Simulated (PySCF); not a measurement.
Method used: core-valence-separated Tamm–Dancoff BHandHLYP/aug-pcX-1 (pcseg-1 on H) in PySCF, non-relativistic, gas phase, PBE0-D3(BJ)/def2-SVP geometry. BHandHLYP without relativity tends to put these K edges a few eV too low, so spacings mean more than positions.

Main lines of an unknown, eV (oscillator strength): C K: 285.3 (0.020), 285.5 (0.021), 285.8 (0.021), 286.0 (0.022), 286.1 (0.052); O K: 532.0 (0.021), 534.3 (0.012), 534.3 (0.005), 534.6 (0.004), 535.2 (0.013). Listed: the first five lines at most of each edge with a tenth or more of its strongest line's intensity; roots within 0.03 eV on the same or equivalent atoms are summed. Only the lowest roots were sought, and the top ones are left out.

Problem. Which candidate gives them?
A. `CCOCC`
B. `O(C)CCC`
C. `CC(C)CO`

Solution. C. 

- `CC(C)CO`: C K: 285.3 (0.020), 285.5 (0.021), 285.8 (0.021), 286.0 (0.022), 286.1 (0.052); O K: 532.0 (0.021), 534.3 (0.012), 534.3 (0.005), 534.6 (0.004), 535.2 (0.013). First C line listed at 285.3 eV, hole on the methyl carbon; first O line listed at 532.0 eV, hole on the alcohol oxygen.
- `CCOCC`: C K: 285.3 (0.020), 286.1 (0.048), 286.1 (0.053), 286.6 (0.015), 286.7 (0.052); O K: 533.9 (0.009), 534.2 (0.011), 534.3 (0.008), 534.4 (0.006), 535.0 (0.015). First C line listed at 285.3 eV, hole on the methyl carbon; first O line listed at 533.9 eV, hole on the ether oxygen.
- `CCCOC`: C K: 285.3 (0.008), 285.7 (0.015), 286.0 (0.028), 286.1 (0.015), 286.1 (0.037); O K: 533.8 (0.012), 533.9 (0.006), 534.3 (0.016), 534.6 (0.002), 535.3 (0.009). First C line listed at 285.3 eV, hole on the methyl carbon; first O line listed at 533.8 eV, hole on the ether oxygen.

One conformer each; other structures than these candidates weren't tested.

Shape of the structure used: `[CH3:1][CH:2]([CH3:3])[CH2:4][OH:5]`: C1–C2–C4–O5 57°, H–O5–C4–C2 62°.
